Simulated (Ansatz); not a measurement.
# MoS2: the cost of one run

Computed with Ansatz 0.2.0 (DFT PBE+D3(BJ), scalar-relativistic, plane waves, PAW, unless a step's input says otherwise).

4 further runs of the same task are left out: 1 that didn't finish, 3 set aside as unsound or not needed.

### Step 1. The structure to begin with

The structure is trigonal, space group P-3m1 (No. 164). The conventional cell has a = 3.175 Å, b = 3.175 Å, c = 5.807 Å, α = 90.00°, β = 90.00°, γ = 120.00°. Around Mo (site symmetry -3m) lie 6 S at 2.42 Å. Around S (site symmetry 3m) lie 3 Mo at 2.42 Å.

Coordinates:

```
Mo S
1.0
     3.17477    0.00000    0.00000
    -1.58738    2.74943    0.00000
     0.00000    0.00000    5.80658
Mo S
1 2
Direct
  0.00000 0.00000 0.50000
  0.33333 0.66667 0.22908
  0.66667 0.33333 0.77092
```

It goes back to an entry of the Materials Project, which need not be the stable form.

It is the result of an earlier relaxation at this level (volume 16.89 Å³/atom; gap on the mesh: none (metal)).

### Step 2. Volume × 0.97

File input.yaml:

```yaml
crystal:
  lattice:
    - [3.1426951826, 0.0, 0.0]
    - [-1.5713475913, 2.7216538644, 0.0]
    - [0.0, 0.0, 5.7479221759]
  atoms:
    - { symbol: Mo, position: [0.0, 0.0, 0.5] }
    - { symbol: S, position: [0.3333333333, 0.6666666667, 0.2290831857] }
    - { symbol: S, position: [0.6666666667, 0.3333333333, 0.7709168143] }
basis:
  ecutwfc: 420
kpoints:
  mp_grid: { grid: [18, 18, 8] }
hamiltonian:
  xc: pbe
  dispersion: d3bj
scf:
  occupations: { method: gaussian, width: 0.1 }
output:
  forces: true
  stress: true
  eigenvalues: true
  write_density: true
  write_potential: true
  elf: true
  volumetric_format: npy
relax:
  adjacent_minimum: "off"
  f_tol: 0.01
  max_steps: 30
  cell: { stress_tol: 0.1, fix: [volume] }
```

Run with:

```console
> ansatz run input.yaml --threads 1 --pin off --max-ram 2560MiB --backend cpu --events-out ev --progress --plain --runs-dir out
```

Q: Estimate wall time and peak memory on 1 thread of Intel Xeon Platinum 8488C (Sapphire Rapids), shared host.

About 42 s, with a peak of 0.55 GiB.
